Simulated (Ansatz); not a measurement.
## Er (bcc)

Level of theory: DFT, PBE, scalar-relativistic, collinear spin; plane waves to 420 eV with PAW datasets (Ansatz 0.2.0), Γ-centred 16×16×8 mesh, 0.05 eV Gaussian smearing. The datasets are Ansatz's generated set soft_2.

```
Er
1.0
     0.00000    4.07308    0.00000
     4.07308    0.00000    0.00000
     4.07308    4.07308   -4.07308
Er
2
Cartesian
  0.0000 0.0000 0.0000
  2.0365 2.0365 -2.0365
```

At room temperature and ambient pressure Er is hcp.

Magnetic state: antiferromagnetic, site spin moments Er 2.51, -2.51 μB.

Cell and atoms are those of this level's equilibrium.

Path: Γ–H–N–Γ–P–H | P–N, with Γ = (0.000, 0.000, 0.000), H = (1.000, 0.000, 1.000), N = (0.500, 0.500, 1.000), P = (0.500, 0.500, 0.500) in reciprocal vectors of the calculation's cell.

The run's cell is 2 times the crystal's primitive cell, to hold the magnetic order, so the bands are folded: in its zone Γ = H, which the primitive cell's zone keeps apart.

**Question.** Is it a metal or an insulator, and if it has a gap, where are the band edges on this path?

**Answer.** A metal: bands cross the Fermi level.

Levels between -4 and 4 eV from the Fermi level at the path's named points (both spins alike):
| point | below E_F (eV) | above E_F (eV) |
| --- | --- | --- |
| Γ and H | -2.94 -2.94 -2.94 -2.17 -2.15 -2.15 -2.15 -1.07 -1.07 -1.00 -0.96 -0.96 -0.96 | 0.08 0.08 0.08 2.43 2.43 2.43 |
| N | -2.95 -2.93 -2.91 -2.17 -2.17 -2.16 -2.13 -1.98 -1.89 -1.02 -0.99 -0.97 -0.93 | 0.03 0.04 0.13 0.77 0.77 0.84 0.87 |
| P | -2.92 -2.92 -2.92 -2.20 -2.15 -2.15 -2.15 -1.07 -0.97 -0.97 -0.97 | 0.07 0.07 0.07 0.17 0.17 0.17 0.22 0.22 0.22 |

Without a U the open 4f shell is pinned at the Fermi level, an artefact: in the real crystal it splits into occupied and empty levels away from it, and its large orbital moment is missing here. Spin–orbit coupling, which matters for such heavy elements, is left out. The run wasn't fully tested for a lower electronic state. Site moments are of spin, integrated over atomic spheres.

The open shells may stand above their lowest state, and forces and pressures are less sure for it.
